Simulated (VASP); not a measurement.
# P (C2/m) in VASP: settings compared, part 2 of 2

VASP 6.6.1.

## (4) Electron localisation function, vdW-DF (cell strained at random at fixed volume)

INCAR reads:

```
SYSTEM = P
AGGAC    = 0.0          
ALGO     = Normal         ! electronic algorithm
EDIFF    = 1E-6           ! SCF threshold, eV
ENCUT    = 520            ! plane-wave cutoff, eV
GGA      = RE             ! functional
ISIF     = 2              ! what is computed and relaxed
ISMEAR   = -1             ! smearing method
LASPH    = .TRUE.         ! aspherical terms in the spheres
LCHARG   = .TRUE.         ! write CHGCAR
LELF     = .TRUE.         ! ELF
LREAL    = .FALSE.        ! projectors in reciprocal space
LUSE_VDW = .TRUE.       
LWAVE    = .FALSE.        ! write WAVECAR
NELM     = 80             ! most SCF steps
PREC     = Accurate       ! precision mode
SIGMA    = 0.1            ! smearing width, eV
```

KPOINTS reads:

```
k-points
0
G
  4 4 5
  0 0 0
```

POSCAR reads:

```
P
1.0
    4.7373520000     -4.3097240000     -0.0848950000
    4.7995410000      4.3796710000     -0.0422650000
   -0.0969220000      0.0275400000      5.5840890000
P
8
Direct
    0.7744872900      0.5203388600      0.2534856300
    0.4796611400      0.2255127100      0.7465143700
    0.2255127100      0.4796611400      0.7465143700
    0.5203388600      0.7744872900      0.2534856300
    0.2850231800      0.2850231800      0.4280157100
    0.7149768200      0.7149768200      0.5719842900
    0.1567541300      0.1567541300      0.7489777000
    0.8432458700      0.8432458700      0.2510223000
```

Potentials or basis: VASP PAW PBE potentials, release 64 (P).

On the command line:

```sh
> cat potpaw_PBE.64/P/POTCAR > POTCAR
> mpirun -np 1 vasp_std > vasp.out
```

OUTCAR:

```text
SYSTEM = P
   EDIFF = 1E-6
   ENCUT = 520
   GGA = RE
   ISIF = 2
   ISMEAR = -1
   LASPH = .TRUE.
   LREAL = .FALSE.
   NELM = 80
   PREC = Accurate

 ion  position               nearest neighbor table
   1  0.774  0.520  0.253-   8 2.18   6 2.19   4 2.21
   2  0.480  0.226  0.747-   7 2.16   5 2.16   3 2.21
   3  0.226  0.480  0.747-   7 2.18   5 2.19   2 2.21
   4  0.520  0.774  0.253-   8 2.16   6 2.16   1 2.21
   5  0.285  0.285  0.428-   2 2.16   3 2.19   7 2.20
   6  0.715  0.715  0.572-   4 2.16   1 2.19   8 2.20
   7  0.157  0.157  0.749-   2 2.16   3 2.18   5 2.20
[... 891 lines left out ...]
  Total        5.6139535      3.4230918      4.5245911     -0.9507327     -0.7025597      1.0207025
  in kB       38.8861473     23.7107149     31.3404655     -6.5854358     -4.8664170      7.0700955
  external PRESSURE =      31.3124426 kB  Pullay stress =       0.0000000 kB

 VOLUME and BASIS-vectors are now :
 -----------------------------------------------------------------------------
  energy-cutoff  :      520.00
  volume of cell :      231.30
      direct lattice vectors                 reciprocal lattice vectors
     4.737352000 -4.309724000 -0.084895000     0.105737737 -0.115851370  0.002406634
     4.799541000  4.379671000 -0.042265000     0.104033957  0.114332159  0.001241827
    -0.096922000  0.027540000  5.584089000     0.002394948 -0.000895930  0.179126228

 POSITION                                       TOTAL-FORCE (eV/Angst)
 -----------------------------------------------------------------------------------
      6.14184     -1.05193      1.32774        -0.512658     -0.412577     -0.338771
      3.28233     -1.05898      4.11835         0.926608     -0.804965      0.625991
      3.29813      1.14942      4.12918         0.512658      0.412577      0.338771
      6.15764      1.15646      1.33858        -0.926608      0.804965     -0.625991
      2.67675      0.03172      2.35383        -0.309818      0.169731     -0.993692
      6.76322      0.06576      3.10309         0.309818     -0.169731      0.993692
      1.42235      0.03159      4.16243        -1.196854      0.183071      0.121589
      8.01762      0.06590      1.29450         1.196854     -0.183071     -0.121589
 -----------------------------------------------------------------------------------
    total drift:                               -0.000000     -0.000000     -0.000000

  FREE ENERGIE OF THE ION-ELECTRON SYSTEM (eV)
  ---------------------------------------------------
  free  energy   TOTEN  =       -27.6922809098 eV

  energy  without entropy=      -27.6922807201  energy(sigma->0) =      -27.69228081

Total vdW correction in eV:      6.5872757
```

Run time: 3.9 min. Hardware: 1 thread of Intel Xeon 6975P-C (Granite Rapids), shared host; peak memory 0.85 GiB.

What came out:

* Free energy: -27.6923 eV
* Pressure: 3.1 GPa
* Largest force: 1.378 eV/Å
* Band gap on the k mesh: 3.00 eV, indirect (least direct gap 3.36 eV)

Forces on the atoms (eV/Å):
```
P   -0.513 -0.413 -0.339
P    0.927 -0.805  0.626
P    0.513  0.413  0.339
P   -0.927  0.805 -0.626
P   -0.310  0.170 -0.994
P    0.310 -0.170  0.994
P   -1.197  0.183  0.122
P    1.197 -0.183 -0.122
```

Stress tensor (GPa, compression positive):
```
 3.89 -0.66  0.71
-0.66  2.37 -0.49
 0.71 -0.49  3.13
```

Caveat: the PAW data sets were made with another functional, which shifts forces and pressure a little; an odd mesh through Γ misses points on the zone boundary, where band edges often lie.

## (5) Relaxation of the atoms, PBE+D2 (atoms moved at random, drawn with an rms of 0.05 Å)

run.py reads:

```python
from ase.calculators.vasp import Vasp
from ase.spacegroup import crystal

atoms = crystal(
    ['P', 'P', 'P', 'P', 'P', 'P', 'P', 'P'],
    basis=[[0.258887, 0.230871, 0.486068], [0.744469, 0.521598, 0.777368], [0.752185, 0.77123, 0.518113], [0.254843, 0.476958, 0.224998], [0.423443, 0.708647, 0.711926], [0.568511, 0.277707, 0.285232], [0.751908, 0.847822, 0.846307], [0.246411, 0.153967, 0.151216]],
    spacegroup=1,
    setting=1,
    cellpar=[5.58067091, 6.46023251, 6.46023251, 83.27962889, 89.81798166, 89.81798166],
    primitive_cell=True,
)
calc = Vasp(
    directory='calc',
    xc='pbe',
    pp='PBE',
    setups='recommended',
    prec='Accurate',
    encut=520,
    ediff=1e-06,
    ismear=-1,
    sigma=0.02,
    lreal=False,
    lasph=True,
    nelm=100,
    algo='Normal',
    isif=2,
    lwave=False,
    lcharg=False,
    ivdw=1,
    ibrion=2,
    nsw=40,
    ediffg=-0.005,
    kpts=[5, 4, 4],
    gamma=True,
)
atoms.calc = calc

print('energy (eV):', atoms.get_potential_energy())
print('free energy (eV):', atoms.get_potential_energy(force_consistent=True))
print('forces (eV/A):')
print(atoms.get_forces())
print('stress (eV/A^3, Voigt):', atoms.get_stress())
print('Fermi level (eV):', calc.get_fermi_level())
print('cell (A, degrees):', atoms.cell.cellpar())
print('volume (A^3):', atoms.get_volume())
print('scaled positions:')
print(atoms.get_scaled_positions())
```

On the command line:

```sh
> python run.py
```

Wall time 18 min (1 thread of Intel Xeon 6975P-C (Granite Rapids), shared host); peak memory 0.4 GiB.

It converged, with:

```yaml
Free_energy: -43.0435 eV
Energy_gained_by_relaxing: 11.8 meV/atom
Ionic_steps: 24
Pressure_after_relaxing: -0.8 GPa
Largest_force_after_relaxing: 0.004 eV/Å
Band_gap_on_the_k_mesh: 2.98 eV, indirect (least direct gap 3.30 eV)
Dispersion_energy_per_atom: -0.114 eV
```

Forces in eV/Å, atoms in the order of the input:
```
P    0.000 -0.001 -0.001
P   -0.002 -0.001  0.001
P   -0.003 -0.001  0.002
P   -0.001 -0.002 -0.002
P    0.000  0.002  0.003
P    0.002  0.003 -0.001
P    0.000 -0.001 -0.002
P    0.004  0.001  0.000
```

Stress tensor (GPa, compression positive):
```
-0.86 -0.01 -0.01
-0.01 -0.69  0.01
-0.01  0.01 -0.70
```

The path:
| step | energy change (eV) | largest force (eV/Å) | pressure (GPa) |
| --- | --- | --- | --- |
| 1 | 0.0000 | 0.9284 | -0.62 |
| 2 | -0.0815 | 0.4377 | -1.09 |
| 3 | -0.0831 | 0.3898 | -1.05 |
| 4 | -0.0900 | 0.2658 | -0.56 |
| 5 | -0.0915 | 0.1052 | -0.71 |
| 6 | -0.0928 | 0.0337 | -0.76 |
| 7 | -0.0928 | 0.0307 | -0.77 |
| 8 | -0.0929 | 0.0210 | -0.75 |
| 9 | -0.0929 | 0.0261 | -0.74 |
| 10 | -0.0930 | 0.0251 | -0.75 |
| 11 | -0.0931 | 0.0266 | -0.75 |
| 12 | -0.0932 | 0.0554 | -0.76 |
| 13 | -0.0933 | 0.0550 | -0.76 |
| 14 | -0.0933 | 0.0533 | -0.76 |
| 15 | -0.0935 | 0.0502 | -0.77 |
| 16 | -0.0938 | 0.0459 | -0.77 |
| 17 | -0.0941 | 0.0474 | -0.78 |
| 18 | -0.0939 | 0.0571 | -0.81 |
| 19 | -0.0942 | 0.0499 | -0.79 |
| 20 | -0.0944 | 0.0193 | -0.74 |
| 21 | -0.0944 | 0.0167 | -0.72 |
| 22 | -0.0945 | 0.0078 | -0.75 |
| 23 | -0.0945 | 0.0082 | -0.76 |
| 24 | -0.0945 | 0.0041 | -0.75 |

Final structure:
```
P
1.0
     5.58067    0.00000    0.00000
     0.02052    6.46020    0.00000
     0.02052    0.75594    6.41582
P
8
Direct
  0.25195 0.22694 0.48506
  0.74754 0.51615 0.77449
  0.74943 0.77084 0.51574
  0.25425 0.48169 0.22636
  0.42520 0.71117 0.70947
  0.57495 0.28413 0.28931
  0.74690 0.84333 0.84100
  0.25044 0.15455 0.15980
```

Levels at points of the mesh, in eV from the valence-band top:
| k point | band 18 | band 19 | band 20 | band 21 | band 22 | band 23 |
| --- | --- | --- | --- | --- | --- | --- |
| (0.00, 0.00, 0.00) | -0.48 | -0.45 | -0.32 | 2.98 | 3.44 | 3.70 |
| (0.00, 0.50, 0.00) | -0.45 | -0.33 | -0.26 | 3.45 | 3.61 | 3.83 |
| (0.00, 0.00, 0.50) | -0.47 | -0.31 | -0.26 | 3.45 | 3.65 | 3.80 |
| (0.00, 0.50, 0.50) | -0.56 | -0.26 | -0.20 | 3.24 | 3.61 | 3.65 |

Caveat: an odd mesh through Γ misses points on the zone boundary, where band edges often lie.

## (6) The runs side by side

| task | level | cell | k mesh | smearing | optimiser | gap on the mesh (eV) | pressure (GPa) | largest force (eV/Å) |
| --- | --- | --- | --- | --- | --- | --- | --- | --- |
| single point | PBEsol | as given | 4 × 4 × 5 | gaussian 0.05 eV | - | 3.09 | 0.5 | 0.49 |
| electron localisation function | vdW-DF | cell strained at random at fixed volume | 4 × 4 × 5 | fermi-dirac 0.1 eV | - | 3.00 | 3.1 | 1.38 |
| relaxation of the atoms | PBE+D2 | atoms relaxed from: atoms moved at random, drawn with an rms of 0.05 Å | 5 × 4 × 4 | fermi-dirac 0.02 eV | vasp | 2.98 | -0.8 | - |

Alike in all rows: potentials or basis VASP PAW PBE potentials, release 64 (P); no spin polarisation; cutoff (eV) 520.

Caveats: an odd mesh through Γ misses points on the zone boundary, where band edges often lie; the PAW data sets were made with another functional, which shifts forces and pressure a little (some runs).

Absolute energies hang on the potentials; compare differences alone.
